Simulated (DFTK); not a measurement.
The system is MgS.

```
S Mg
1.0
     0.00000    2.83312    2.83312
     2.83312    0.00000    2.83312
     2.83312    2.83312    0.00000
S Mg
1 1
Direct
  0.25000 0.25000 0.25000
  0.00000 0.00000 0.00000
```

The cell comes from a database or a generator and needn't be the stable form of this composition.

* Program: DFTK 0.8.2
* Task: single point
* Functional: PBE
* Potentials or basis: dojo.nc.sr.pbe.v0_4_1.standard.upf (PBE)
* Cutoff: 1143 eV
* k mesh: 8 × 8 × 8
* Occupations: fermi-dirac, width 0.05 eV
* Spin: no spin polarisation

On this cell: pressure 1.0 GPa; largest force zero by symmetry; band gap on the k mesh 3.44 eV, direct.

The same run follows on a disturbed copy (atoms moved at random, drawn with an rms of 0.05 Å):

```xyz
2
Lattice="0.0000 2.8331 2.8331 2.8331 0.0000 2.8331 2.8331 2.8331 0.0000" Properties=species:S:1:pos:R:3 pbc="T T T"
S     1.4079    1.4394    1.4292
Mg    0.0410   -0.0268   -0.0051
```

Problem. What does the disturbed cell give?

Solution. The energy moves by +7.9 meV/atom; pressure 1.1 GPa; largest force 0.445 eV/Å; band gap on the k mesh 3.36 eV, direct.

Forces in eV/Å, atoms in the order of the input:
```
S    0.297 -0.297 -0.149
Mg  -0.296  0.294  0.149
```

Stress tensor (GPa, compression positive):
```
 1.08 -0.52 -1.12
-0.52  1.08  1.12
-1.12  1.12  1.16
```

A k mesh can miss the band edges.
